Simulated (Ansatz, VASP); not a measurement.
**BaTiO3: VASP beside Ansatz**

```xyz
5
Lattice="2.7699 1.5992 2.2704 -2.7699 1.5992 2.2704 0.0000 -3.1985 2.2704" Properties=species:S:1:pos:R:3 pbc="T T T"
Ba    0.0000    0.0000    0.0174
Ti    0.0000    0.0000    3.3964
O     0.0000    1.5966    2.3161
O    -1.3827   -0.7983    2.3161
O     1.3827   -0.7983    2.3161
```

Change from the starting cell: volume scaled by 0.94, ions relaxed.

Alike in both runs: functional PBE; k mesh 8 × 8 × 8; occupations fermi-dirac, width 0.02 eV; no spin polarisation.

Ansatz relaxed the structure, and its values are those at the end. VASP's run is a single point on that final structure, the one shown.

|  | VASP | Ansatz |
| --- | --- | --- |
| version | VASP 6.6.1 | Ansatz 0.2.0 |
| potentials or method | VASP PAW PBE potentials, release 64 (Ba_sv, Ti_sv, O) | plane-wave PAW, scalar-relativistic |
| plane-wave cutoff (eV) | 520 | 420 |
| valence electrons in the cell | 40 | 40 |

```tsv
	VASP	Ansatz	Ansatz less VASP
gap on the k mesh at the Fermi level (eV)	1.92	1.99	+0.076
pressure (GPa)	16.6	14.3	-2.26
rms of the force components (eV/Å)	0.009	0.004	-0.0043
```

Ansatz warned: «gradients_without_spin_orbit».

Caveats: so large a pressure means that the cell lies far from this level's equilibrium, or that cutoff or potentials fall short (VASP); spin-orbit coupling is left out, which moves the levels of the heavy elements. A k mesh can miss the band edges.
